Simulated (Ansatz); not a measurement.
# Ir: properties at the relaxed cell, part 2 of 2

Aim: for Ir, compute bands, density of states and charges, compare with the cell as listed and measure the bulk modulus from energies at several volumes.

Ansatz 0.2.0; DFT PBE, scalar-relativistic, plane waves, PAW.

### Step 7. Changing settings: symmetry.detect false

The COD entry's cell or inner coordinates are ideal or old and differ from later refinements, so a difference from it is no clean test against experiment.

Contents of input.yaml:

```yaml
crystal:
  lattice:
    - [0.0, 1.8958228624, 1.8958228624]
    - [1.8958228624, 0.0, 1.8958228624]
    - [1.8958228624, 1.8958228624, 0.0]
  atoms:
    - { symbol: Ir, position: [0.0, 0.0, 0.0] }
  symmetry: { detect: false }
basis:
  ecutwfc: 420
kpoints:
  mp_grid: { grid: [18, 18, 18] }
hamiltonian:
  xc: pbe
scf:
  occupations: { method: gaussian, width: 0.1 }
output:
  forces: true
  eigenvalues: true
  stress: true
```

Started as:

```bash
ansatz run input.yaml --threads 1 --pin off --max-ram 2560MiB --backend cpu --events-out ev --progress --plain --runs-dir out
```

What it wrote, shortened:

```text
Warning: RAYON_NUM_THREADS=1 ignored (pool sized by the plan → 1); use --threads N
[...]
Pseudopotentials: kind: paw
Pseudopotential: Ir, paw, valence charge 17, recommended cutoff 420 eV (normal), Ir.paw.azcp
Functional definition: PBE
[...]
Crystal: 1 atoms, lattice volume = 13.628 Å³
Basis set: ecut = 420 eV, 283 PW (Γ), exchange–correlation on 36×36×36 points (8 copies of the dense FFT grid, shifted against one another)
Bands: 13, of which v1, the nominal top of the filled ones, is band 9 counted from 1 (8 counted from 0)
Symmetry: 1 space group operations
k-points: 2920 of 5832 (time reversal used)
[...]
SCF iter   1: F=—  HF=-11935.248589 eV  |F-HF|=—  |Δ(HF+E_count)|=         —  Δρ=4.29e-3  dr2=4.73e-4  ethr=1.77e-3  ⟨swp⟩=5.0  Hψ=191641  notcnv=0
[...]
SCF iter   6: F=-11935.249262 eV  HF=-11935.249262 eV  |F-HF|=1.09e-11  |Δ(HF+E_count)|=  9.50e-10  Δρ=8.65e-7  dr2=4.66e-11  ethr=2.72e-11  ⟨swp⟩=3.1  Hψ=126365  notcnv=0
[...]
SCF converged after 6 iterations
Free energy (F): -11935.249262 eV
[...]
E sigma→0 (E₀):  -11935.246914 eV
Entropy (-TS):   -0.004694 eV (-4.694 meV/atom)
Fermi energy:    27.103597 eV
[...]
--- Forces (eV/Å), atoms counted from 1 ---
  atom   1  Ir     0.00000001    -0.00000001     0.00000001
[...]
--- Stress (GPa, compression-positive) ---
       25.167169       0.000001       0.000001
        0.000001      25.167169      -0.000001
        0.000001      -0.000001      25.167170
  P = ⅓ Tr σ = 25.1672 GPa (251.672 kbar)
--- Band table (eV; the first three rows and the last of 2920) ---
  k-point 0: bands = ["-65.9243", "-22.3685", "-22.3685", "-22.3685", "15.5353", "22.9444", "22.9444", "22.9444", "25.8029", "25.8029", "40.5446", "46.2684", "46.2684"]
[...]
```

It took 44 s on 1 thread of Arm Neoverse V1, shared host; peak memory 0.9 GiB.

```tsv
run	ending	energy change	pressure (GPa)	gap (eV)	force (eV/Å)	cycles	time
step 6	converged	0	25.2	0.00	0.00	6	2.9 s
variant	converged	0.0 meV/atom	25.2	0.00	0.00	6	44 s
```

Energy and cycle count are those of the reference, so the change (use of symmetry) left the result and the number of cycles as they were.

### Step 8. Volume × 1.06

Contents of input.yaml:

```yaml
crystal:
  lattice:
    - [0.0, 1.9732877818, 1.9732877818]
    - [1.9732877818, 0.0, 1.9732877818]
    - [1.9732877818, 1.9732877818, 0.0]
  atoms:
    - { symbol: Ir, position: [0.0, 0.0, 0.0] }
basis:
  ecutwfc: 420
kpoints:
  mp_grid: { grid: [18, 18, 18] }
hamiltonian:
  xc: pbe
scf:
  occupations: { method: gaussian, width: 0.1 }
output:
  forces: true
  stress: true
  eigenvalues: true
```

Started as:

```bash
ansatz run input.yaml --threads 1 --pin off --max-ram 2560MiB --backend cpu --events-out ev --progress --plain --runs-dir out
```

What it wrote, shortened:

```text
[...]
SCF converged after 6 iterations
Free energy (F): -11935.262976 eV
[...]
E sigma→0 (E₀):  -11935.260004 eV
Entropy (-TS):   -0.005944 eV (-5.944 meV/atom)
Fermi energy:    23.275385 eV
[...]
--- Forces (eV/Å), atoms counted from 1 ---
  atom   1  Ir    -0.00000000     0.00000000    -0.00000000
[...]
--- Stress (GPa, compression-positive) ---
      -17.478689       0.000000      -0.000000
        0.000000     -17.478689      -0.000000
       -0.000000      -0.000000     -17.478689
  P = ⅓ Tr σ = -17.4787 GPa (-174.787 kbar)
--- Band table (eV; the first three rows and the last of 195) ---
  k-point 0: bands = ["-69.3916", "-25.9468", "-25.9468", "-25.9468", "12.9826", "19.8240", "19.8240", "19.8240", "22.1853", "22.1853", "37.0628", "42.1208", "42.1208"]
[...]
```

It took 2.1 s on 1 thread of Arm Neoverse V1, shared host; peak memory 0.29 GiB.

### Step 9. Point at V/V0 = 0.91

input.yaml: that of step 8 with these lines changed.

```diff
@@ -2,5 +2,5 @@
   lattice:
-    - [0.0, 1.9732877818, 1.9732877818]
-    - [1.9732877818, 0.0, 1.9732877818]
-    - [1.9732877818, 1.9732877818, 0.0]
+    - [0.0, 1.8754360903, 1.8754360903]
+    - [1.8754360903, 0.0, 1.8754360903]
+    - [1.8754360903, 1.8754360903, 0.0]
   atoms:
```

Started as:

```bash
ansatz run input.yaml --threads 1 --pin off --max-ram 2560MiB --backend cpu --events-out ev --progress --plain --runs-dir out
```

What it wrote, shortened:

```text
[...]
SCF converged after 6 iterations
Free energy (F): -11935.159265 eV
[...]
E sigma→0 (E₀):  -11935.157061 eV
Entropy (-TS):   -0.004409 eV (-4.409 meV/atom)
Fermi energy:    28.214454 eV
[...]
--- Forces (eV/Å), atoms counted from 1 ---
  atom   1  Ir    -0.00000000     0.00000000     0.00000000
[...]
--- Stress (GPa, compression-positive) ---
       41.630363       0.000000       0.000000
        0.000000      41.630363       0.000000
       -0.000000      -0.000000      41.630363
  P = ⅓ Tr σ = 41.6304 GPa (416.304 kbar)
--- Band table (eV; the first three rows and the last of 195) ---
  k-point 0: bands = ["-64.9204", "-21.3260", "-21.3260", "-21.3260", "16.2881", "23.8436", "23.8436", "23.8436", "26.8515", "26.8515", "41.5360", "47.4461", "47.4461"]
[...]
```

It took 2 s on 1 thread of Arm Neoverse V1, shared host; peak memory 0.28 GiB.

### Step 10. Volume × 1.10

input.yaml: that of step 9 with these lines changed.

```diff
@@ -2,5 +2,5 @@
   lattice:
-    - [0.0, 1.8754360903, 1.8754360903]
-    - [1.8754360903, 0.0, 1.8754360903]
-    - [1.8754360903, 1.8754360903, 0.0]
+    - [0.0, 1.9978031802, 1.9978031802]
+    - [1.9978031802, 0.0, 1.9978031802]
+    - [1.9978031802, 1.9978031802, 0.0]
   atoms:
```

Started as:

```bash
ansatz run input.yaml --threads 1 --pin off --max-ram 2560MiB --backend cpu --events-out ev --progress --plain --runs-dir out
```

What it wrote, shortened:

```text
Warning: RAYON_NUM_THREADS=1 ignored (pool sized by the plan → 1); use --threads N
[...]
[... 3 set-up lines as earlier in the session ...]
[...]
Crystal: 1 atoms, lattice volume = 15.947 Å³
Basis set: ecut = 420 eV, 331 PW (Γ), exchange–correlation on 40×40×40 points (8 copies of the dense FFT grid, shifted against one another)
Bands: 13, of which v1, the nominal top of the filled ones, is band 9 counted from 1 (8 counted from 0)
[... 1 set-up line as earlier in the session ...]
Space group: Fm-3m (ITA 225), of the structure as read, at distance tolerance 2.5e-5 Å
k-points: 195 of 5832
[...]
SCF iter   1: F=—  HF=-11935.182797 eV  |F-HF|=—  |Δ(HF+E_count)|=         —  Δρ=4.35e-3  dr2=7.03e-4  ethr=1.77e-3  ⟨swp⟩=5.0  Hψ=12778  notcnv=0
[...]
SCF iter   6: F=-11935.183708 eV  HF=-11935.183708 eV  |F-HF|=1.07e-9  |Δ(HF+E_count)|=   1.01e-8  Δρ=5.09e-6  dr2=1.60e-9  ethr=1.01e-10  ⟨swp⟩=2.9  Hψ=8261  notcnv=0
[...]
SCF converged after 6 iterations
Free energy (F): -11935.183708 eV
[...]
E sigma→0 (E₀):  -11935.180520 eV
Entropy (-TS):   -0.006376 eV (-6.376 meV/atom)
Fermi energy:    22.182318 eV
[...]
--- Forces (eV/Å), atoms counted from 1 ---
  atom   1  Ir    -0.00000000     0.00000000     0.00000000
[...]
--- Stress (GPa, compression-positive) ---
      -25.961951      -0.000000       0.000000
       -0.000000     -25.961951       0.000000
        0.000000      -0.000000     -25.961951
  P = ⅓ Tr σ = -25.9620 GPa (-259.620 kbar)
--- Band table (eV; the first three rows and the last of 195) ---
  k-point 0: bands = ["-70.3824", "-26.9641", "-26.9641", "-26.9641", "12.2647", "18.9265", "18.9265", "18.9265", "21.1511", "21.1511", "36.0475", "40.9065", "40.9065"]
[...]
```

It took 2.2 s on 1 thread of Arm Neoverse V1, shared host; peak memory 0.29 GiB.

### Step 11. Changing settings: dr2_threshold 1.0e-05

input.yaml: that of step 10 with these lines changed.

```diff
@@ -15,5 +15,6 @@
   occupations: { method: gaussian, width: 0.1 }
+  convergence: { dr2_threshold: 1.0e-05 }
 output:
   forces: true
+  eigenvalues: true
   stress: true
-  eigenvalues: true
```

Started as:

```bash
ansatz run input.yaml --threads 1 --pin off --max-ram 2560MiB --backend cpu --events-out ev --progress --plain --runs-dir out
```

What it wrote, shortened:

```text
Warning: scf.convergence.dr2_threshold = 1e-5 eV is looser than this run's default, which is 1e-7 eV or tighter. The error in the forces grows as the threshold's square root, so leave the key out unless less accurate forces are enough
Warning: output.stress: scf.convergence.dr2_threshold = 1e-5 eV is looser than the 1e-10 eV advised for a printed stress (1e-10 eV for each atom of the cell: 1). What an SCF threshold leaves in a stress goes as its square root, and in the free energy as the threshold itself, and one [...]
Warning: RAYON_NUM_THREADS=1 ignored (pool sized by the plan → 1); use --threads N
[...]
[... 3 set-up lines as earlier in the session ...]
[...]
Crystal: 1 atoms, lattice volume = 15.947 Å³
Basis set: ecut = 420 eV, 331 PW (Γ), exchange–correlation on 40×40×40 points (8 copies of the dense FFT grid, shifted against one another)
Bands: 13, of which v1, the nominal top of the filled ones, is band 9 counted from 1 (8 counted from 0)
[... 2 set-up lines as earlier in the session ...]
k-points: 195 of 5832
[...]
SCF iter   1: F=—  HF=-11935.182797 eV  |F-HF|=—  |Δ(HF+E_count)|=         —  Δρ=4.35e-3  dr2=7.03e-4  ethr=1.77e-3  ⟨swp⟩=5.0  Hψ=12778  notcnv=0
[...]
SCF iter   6: F=-11935.183708 eV  HF=-11935.183708 eV  |F-HF|=1.08e-9  |Δ(HF+E_count)|=   1.02e-8  Δρ=5.08e-6  dr2=1.59e-9  ethr=1.00e-10  ⟨swp⟩=2.0  Hψ=7726  notcnv=0
[...]
SCF converged after 6 iterations
Free energy (F): -11935.183708 eV
[...]
E sigma→0 (E₀):  -11935.180520 eV
Entropy (-TS):   -0.006376 eV (-6.376 meV/atom)
Fermi energy:    22.182318 eV
[...]
--- Forces (eV/Å), atoms counted from 1 ---
  atom   1  Ir    -0.00000000    -0.00000000    -0.00000000
[...]
--- Stress (GPa, compression-positive) ---
      -25.961996       0.000000      -0.000000
        0.000000     -25.961996       0.000000
       -0.000000       0.000000     -25.961996
  P = ⅓ Tr σ = -25.9620 GPa (-259.620 kbar)
--- Band table (eV; the first three rows and the last of 195) ---
  k-point 0: bands = ["-70.3824", "-26.9641", "-26.9641", "-26.9641", "12.2647", "18.9265", "18.9265", "18.9265", "21.1511", "21.1511", "36.0475", "40.9065", "40.9065"]
[...]
```

It took 2.3 s on 1 thread of Arm Neoverse V1, shared host; peak memory 0.29 GiB.

```tsv
run	ending	energy change	pressure (GPa)	gap (eV)	force (eV/Å)	cycles	time
step 10	converged	0	-26.0	0.00	0.00	6	2.2 s
variant	converged	0.0 meV/atom	-26.0	0.00	0.00	6	2.3 s
```

Energy and cycle count are those of the reference, so the change (convergence setting) left the result and the number of cycles as they were.

### Step 12. The cell scaled to 0.88 of its volume

input.yaml: that of step 10 with these lines changed.

```diff
@@ -2,5 +2,5 @@
   lattice:
-    - [0.0, 1.9978031802, 1.9978031802]
-    - [1.9978031802, 0.0, 1.9978031802]
-    - [1.9978031802, 1.9978031802, 0.0]
+    - [0.0, 1.8545961866, 1.8545961866]
+    - [1.8545961866, 0.0, 1.8545961866]
+    - [1.8545961866, 1.8545961866, 0.0]
   atoms:
```

Started as:

```bash
ansatz run input.yaml --threads 1 --pin off --max-ram 2560MiB --backend cpu --events-out ev --progress --plain --runs-dir out
```

What it wrote, shortened:

```text
Warning: RAYON_NUM_THREADS=1 ignored (pool sized by the plan → 1); use --threads N
[...]
[... 3 set-up lines as earlier in the session ...]
[...]
Crystal: 1 atoms, lattice volume = 12.758 Å³
Basis set: ecut = 420 eV, 259 PW (Γ), exchange–correlation on 36×36×36 points (8 copies of the dense FFT grid, shifted against one another)
Bands: 13, of which v1, the nominal top of the filled ones, is band 9 counted from 1 (8 counted from 0)
[... 1 set-up line as earlier in the session ...]
Space group: Fm-3m (ITA 225), of the structure as read, at distance tolerance 2.3e-5 Å
k-points: 195 of 5832
[...]
SCF iter   1: F=—  HF=-11935.020317 eV  |F-HF|=—  |Δ(HF+E_count)|=         —  Δρ=5.23e-3  dr2=9.02e-4  ethr=1.77e-3  ⟨swp⟩=5.0  Hψ=12892  notcnv=0
[...]
SCF iter   6: F=-11935.020284 eV  HF=-11935.020284 eV  |F-HF|=2.47e-10  |Δ(HF+E_count)|=  9.28e-10  Δρ=2.11e-6  dr2=4.20e-10  ethr=5.59e-11  ⟨swp⟩=3.2  Hψ=8541  notcnv=0
[...]
SCF converged after 6 iterations
Free energy (F): -11935.020284 eV
[...]
E sigma→0 (E₀):  -11935.018216 eV
Entropy (-TS):   -0.004135 eV (-4.135 meV/atom)
Fermi energy:    29.398591 eV
[...]
--- Forces (eV/Å), atoms counted from 1 ---
  atom   1  Ir     0.00000000     0.00000000     0.00000000
[...]
--- Stress (GPa, compression-positive) ---
       61.358771      -0.000000       0.000000
        0.000000      61.358771       0.000000
       -0.000000       0.000000      61.358771
  P = ⅓ Tr σ = 61.3588 GPa (613.588 kbar)
--- Band table (eV; the first three rows and the last of 195) ---
  k-point 0: bands = ["-63.8523", "-20.2131", "-20.2131", "-20.2131", "17.0972", "24.7992", "24.7992", "24.7992", "27.9686", "27.9686", "42.5846", "48.6905", "48.6905"]
[...]
```

It took 2 s on 1 thread of Arm Neoverse V1, shared host; peak memory 0.28 GiB.

### Step 13. Changed: ecutwfc 58.8 Ry, mp_grid.shift [0.5, 0.5, 0.5], scf.algorithm direct_min

input.yaml: that of step 12 with these lines changed.

```diff
@@ -8,5 +8,5 @@
 basis:
-  ecutwfc: 420
+  ecutwfc: "58.8 Ry"
 kpoints:
-  mp_grid: { grid: [18, 18, 18] }
+  mp_grid: { grid: [18, 18, 18], shift: [0.5, 0.5, 0.5] }
 hamiltonian:
@@ -15,5 +15,6 @@
   occupations: { method: gaussian, width: 0.1 }
+  algorithm: direct_min
 output:
   forces: true
+  eigenvalues: true
   stress: true
-  eigenvalues: true
```

Started as:

```bash
ansatz run input.yaml --threads 1 --pin off --max-ram 2560MiB --backend cpu --events-out ev --progress --plain --runs-dir out
```

What it wrote, shortened:

```text
Warning: crystal.symmetry: narrowed to the stabiliser of the k-point mesh — unitary ops 48 → 12; excluded 36 operations that carry a point of the 18×18×18 mesh (shift [0.5, 0.5, 0.5]) off the mesh (the run samples exactly the mesh kpoints.mp_grid names, as under crystal.symmetry.detect: [...]
Warning: RAYON_NUM_THREADS=1 ignored (pool sized by the plan → 1); use --threads N
[...]
[... 3 set-up lines as earlier in the session ...]
[...]
Crystal: 1 atoms, lattice volume = 12.758 Å³
Basis set: ecut = 800.0147556320471 eV, 645 PW (Γ), exchange–correlation on 50×50×50 points (8 copies of the dense FFT grid, shifted against one another)
Bands: 13, of which v1, the nominal top of the filled ones, is band 9 counted from 1 (8 counted from 0)
Symmetry: 12 space group operations
k-points: 570 of 5832
[...]
SCF iter   1: F=—  HF=-11935.021950 eV  |F-HF|=—  |Δ(HF+E_count)|=         —  Δρ=6.18e-3  dr2=1.26e-3  ethr=1.77e-3  ⟨swp⟩=6.3  Hψ=30582  notcnv=0
[...]
SCF iter   4: F=-11935.021844 eV  HF=-11935.021844 eV  |F-HF|=7.40e-10  |Δ(HF+E_count)|=   1.00e-8  Δρ=3.51e-6  dr2=9.94e-10  ethr=4.93e-10  ⟨swp⟩=3.0  Hψ=14715  notcnv=0
[...]
SCF converged after 4 iterations
Stability not checked: this state was not tested for a lower state beside it, because a direct minimisation reached the state, and no test of it is asked (direct_minimisation; see scf.lower_state_search)
Free energy (F): -11935.021844 eV
[...]
E sigma→0 (E₀):  -11935.019810 eV
Entropy (-TS):   -0.004068 eV (-4.068 meV/atom)
Fermi energy:    29.331356 eV
[...]
--- Forces (eV/Å), atoms counted from 1 ---
  atom   1  Ir    -0.00000000    -0.00000000    -0.00000000
[...]
--- Stress (GPa, compression-positive) ---
       61.300813       0.399441       0.399441
        0.399441      61.300813       0.399441
        0.399441       0.399441      61.300813
  P = ⅓ Tr σ = 61.3008 GPa (613.008 kbar)
--- Band table (eV; the first three rows and the last of 570) ---
  k-point 0: bands = ["-63.8591", "-20.2253", "-20.2253", "-20.2127", "17.1355", "24.7811", "24.8133", "24.8133", "27.9539", "27.9539", "42.6552", "48.4929", "48.7604"]
[...]
```

It took 23 s on 1 thread of Arm Neoverse V1, shared host; peak memory 0.75 GiB.

```tsv
run	ending	energy change	pressure (GPa)	gap (eV)	force (eV/Å)	cycles	time
step 12	converged	0	61.4	0.00	0.00	6	2 s
variant	converged	-1.6 meV/atom	61.3	0.00	0.00	4	23 s
```

Changing the cutoff, k-point mesh and solver moves the energy by -1.6 meV/atom. More than one kind of setting changed, and this run alone doesn't tell their shares apart. Cost: 4 SCF cycles against 6, 23 s against 2 s.

### Step 14. Fit of the equation of state

```tsv
volume (Å³/atom)	energy above the lowest point (meV/atom)	pressure (GPa)	gap on the mesh (eV)
12.758	292.5	61.36	0.00
13.193	153.7	41.63	0.00
13.628	63.8	25.17	0.00
14.063	14.9	11.43	0.00
14.498	0.0	-0.02	0.00
14.933	13.6	-9.56	0.00
15.367	50.7	-17.48	0.00
15.947	130.2	-25.96	0.00
```

### Step 15. Outcome

This closing draws on all 2 parts.

| quantity | value |
| --- | --- |
| gap | none (metal) |
| states at the Fermi level | 0.95 per eV per cell |
| Bader charges | Ir +0.00 e |
| listed cell | 15.1 meV/atom above the relaxed cell, 11.5 GPa, gap none (metal) |
| equilibrium volume of the fit | 14.49 Å³/atom |
| bulk modulus | 348 GPa |
| its pressure derivative | 5.1 |
| step 7, run with symmetry.detect false (against step 6) | 0.0 meV/atom |
| step 11, run with dr2_threshold 1.0e-05 (against step 10) | 0.0 meV/atom |
| step 13, run with ecutwfc 58.8 Ry, mp_grid.shift [0.5, 0.5, 0.5], scf.algorithm direct_min (against step 12) | -1.6 meV/atom |

It comes out metallic. Of the projected weight within 0.25 eV of the Fermi level, the largest part is Ir 5d (97 %). The listed cell costs 15.1 meV/atom and carries a pressure of 11.5 GPa at this level. The fit puts the minimum at 14.49 Å³/atom with B = 348 GPa and B' = 5.1. Measured bulk modulus of Ir: 339 GPa (powder; “Phase stability and electronic structure of iridium metal at the megabar range”, 2019, pmc:6586894). This calculation gives 348 GPa (+2.6 %). The calculation is for zero temperature. These runs have no spin-orbit coupling; with Ir it would split and shift bands.
